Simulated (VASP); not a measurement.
Input of a VASP 6.6.1 run:

INCAR

```
SYSTEM = AlN
PREC = Accurate ; ENCUT = 600
EDIFF = 1E-8 ; ISMEAR = 0
SIGMA = 0.02 ; LREAL = .FALSE.
LASPH = .TRUE. ; NELM = 100
ALGO = Normal ; ISIF = 2
LWAVE = .FALSE. ; LCHARG = .FALSE.
GGA = CA ; LEPSILON = .TRUE.
IBRION = 8 ; NSW = 1
```

The input KPOINTS:

```
regular mesh
0
G
  9 9 6
  0 0 0
```

Contents of POSCAR:

```
AlN
1.0
    3.3007800000      0.0000000000      0.0000000000
   -1.6503900000      2.8585600000      0.0000000000
    0.0000000000      0.0000000000      4.1384300000
Al N
2 2
Direct
    0.3333300000      0.6666700000      0.7500000000
    0.6666700000      0.3333300000      0.2500000000
    0.3333300000      0.6666700000      0.2500000000
    0.6666700000      0.3333300000      0.7500000000
```

Potentials or basis: VASP PAW LDA potentials, release 64 (Al, N).

The run is started by

```bash
$ cat potpaw_LDA.64/Al/POTCAR potpaw_LDA.64/N/POTCAR > POTCAR
$ mpirun -np 1 vasp_std > vasp.out
```

(1) What does it give for the electronic dielectric tensor (diagonal)?

(2) Predict the Born charges (mean of the diagonal).

(3) What does it give for the highest phonon frequency at Γ, LO-TO splitting left out?

(4) What does it give for the band gap on the k mesh?

Results:

(1) 4.48, 4.48, 4.90.

(2) Al +2.72; N -2.72 e.

(3) 682 cm⁻¹.

(4) 3.45 eV, direct.

Caveat: an odd mesh through Γ misses points on the zone boundary, where band edges often lie.
